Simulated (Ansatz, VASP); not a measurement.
**Two plane-wave programs on KCl**

```xyz
2
Lattice="3.7519 0.0000 0.0000 0.0000 3.7519 0.0000 0.0000 0.0000 3.7760" Properties=species:S:1:pos:R:3 pbc="T T T"
K     0.0000    0.0000    0.0000
Cl    1.8760    1.8760    1.8880
```

Change from the starting cell: epitaxial_xy strain -0.5%.

Alike in both runs: task single point; functional r2SCAN; k mesh 8 × 8 × 8; no spin polarisation.

|  | VASP | Ansatz |
| --- | --- | --- |
| version | VASP 6.6.1 | Ansatz 0.2.0 |
| potentials or method | VASP PAW PBE potentials, release 64 (K_sv, Cl) | plane waves, PAW |
| plane-wave cutoff (eV) | 520 | 500 |
| occupations | gaussian, width 0.01 eV | fixed |
| valence electrons in the cell | 16 | 16 |

|  | VASP | Ansatz | Ansatz less VASP |
| --- | --- | --- | --- |
| gap on the k mesh at the Fermi level (eV) | 5.84 | 5.83 | -0.006 |
| pressure (GPa) | 0.2 | 0.2 | +0.04 |
| largest component of the traceless stress (GPa) | 0.20 | 0.20 | 0.000 |

Caveats: the PAW data sets were made with another functional, which shifts forces and pressure a little (VASP). A k mesh can miss the band edges.
